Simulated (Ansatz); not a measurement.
BaTiO₃: stiffness from a series of strains

```yaml
crystal:
  lattice:
    - [3.99980, 0.00000, 0.00000]
    - [0.00000, 3.99980, 0.00000]
    - [0.00000, 0.00000, 4.01800]
  atoms:
    - { symbol: Ba, position: [0.00000, 0.00000, 0.00000] }
    - { symbol: Ti, position: [0.50000, 0.50000, 0.48200] }
    - { symbol: O, position: [0.50000, 0.50000, 0.01600] }
    - { symbol: O, position: [0.50000, 0.00000, 0.51500] }
    - { symbol: O, position: [0.00000, 0.50000, 0.51500] }
```

Atom numbers follow the list: Ba1, Ti2, O3, O4, O5.

Conventional cell: a = 4.000 Å, b = 4.000 Å, c = 4.018 Å, α = 90.00°, β = 90.00°, γ = 90.00°. Ba (atom 1) is surrounded by 12 O at 2.79 to 2.88 Å. Ti (atom 2) is surrounded by 6 O at 1.87 to 2.15 Å. O (atom 3) has 2 Ti at 1.87 to 2.15 Å as nearest neighbours. O (atom 4) is surrounded by 2 Ti at 2.00 Å.

The cell comes from COD entry 2100858, which wasn't checked; take it as a given geometry.

No spin–orbit coupling, which matters for the heavy atoms here.

Method: DFT, PBEsol, all-electron LAPW, scalar-relativistic in Ansatz 0.2.0.

Sampling and basis: a Γ-centred 7×7×7 k mesh, Fermi–Dirac smearing of 0.08 eV, basis error target 1 meV/atom, no spin polarisation.

The strain is applied along the Cartesian axes of the cell as listed (the other components stay zero). Fractional coordinates are held (clamped ions).

σ is the change of stress from the unstrained cell, which is at -3.60 GPa; tension is positive, so slopes are stress–strain coefficients at that pressure.

Only quantities that a quadratic follows smoothly over the whole series are listed; rougher ones are left out.

```csv
εzz,σzz (GPa),σxx (GPa)
-0.0300,-10.40,-3.24
-0.0200,-6.58,-2.10
0.0000,0.00,0.00
0.0100,2.81,0.96
0.0200,5.34,1.88
0.0300,7.60,2.74
```

Task: Fit the series and read off the stiffness at zero strain.

Result: Least-squares fits y = p0 + p1 x + p2 x² to the rows give σzz (GPa): p1 = 299, p2 = -1500; σxx (GPa): p1 = 99.6, p2 = -270. So C33 = 299 GPa and C13 = 100 GPa, for these axes.

Task: One run, at εzz = -0.0100, is withheld. Predict its row.

Result: The fits give -3.16, -1.03; the run gave -3.12, -1.02.
